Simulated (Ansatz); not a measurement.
# TiC/SiC/Au: predicting the conductance of a thicker barrier

**Method.** Ansatz 0.2.0, plane waves with PAW datasets, PBE. Interfaces are relaxed in a short slab (with D3(BJ) where the barrier is layered), set between ideal electrode layers that go on as semi-infinite leads, and the zero-bias conductance G at 300 K comes from T(E) on a typed mesh. The error is the largest of the program's estimates from energy step, mesh, the leads' potential steps and neutrality; its separate bound for narrow resonances between the energies solved isn't counted and can be far larger. The lower electrode is TiC (rock salt 111), the upper Au (fcc 111) and the barrier SiC (wurtzite 0001), on a net of side 3.062 Å; d is the distance between the electrodes' last planes.

Runs in hand:

```
planes in the barrier  d (Å)  G (S/m²)  error (%)  lead step (meV)
                    4   7.55   1.05e14         33               41
                    8  12.61   2.73e13         57               43
                   12  17.67   2.27e12         42               44
```

**Question.** A further run has 16 planes, d = 22.74 Å. Fit G ∝ exp(−βd) to the rows shown and predict its conductance.

**Worked fit.** Take y = ln G: 32.28, 30.94 and 28.45. The means are d = 12.61 Å and y = 30.56; Σ(Δd Δy) = −19.39 and Σ(Δd)² = 51.21, so the slope is −0.379 Å⁻¹ (β = 0.379 Å⁻¹). At d = 22.74 Å, y = 30.56 − 0.379 × 10.13 = 26.72, or G = 4.03e11 S/m².

What the calculation gave: The run gave 2.87e11 S/m², with an error estimate of 41 % and a lead step of 44 meV. The prediction is 1.41 times that, too high by 41 %. That lies within the runs' own error estimates, carried through the fit.

**Limits.** The interfaces are ideal, one cell wide, strained to a common net and relaxed from one registry with their symmetry kept. PBE's gaps are too small, so true decay constants are likely larger where the Fermi level lies deep in a gap. No spin-orbit coupling, phonons, disorder or image charges enter. The rows shown are chosen by tests on error estimates (under 100 to 120 %), lead steps (under 150 meV, though the program warns over 25), intact interfaces and, for fits, a steady trend in the rows shown; the data set holds 414 series of this kind, and not all pass.

[Logs are printed without paths, hosts, clocks, repeated set-up lines and the standing remarks that a program may print on its own settings, such as how far it seeks lower states.]
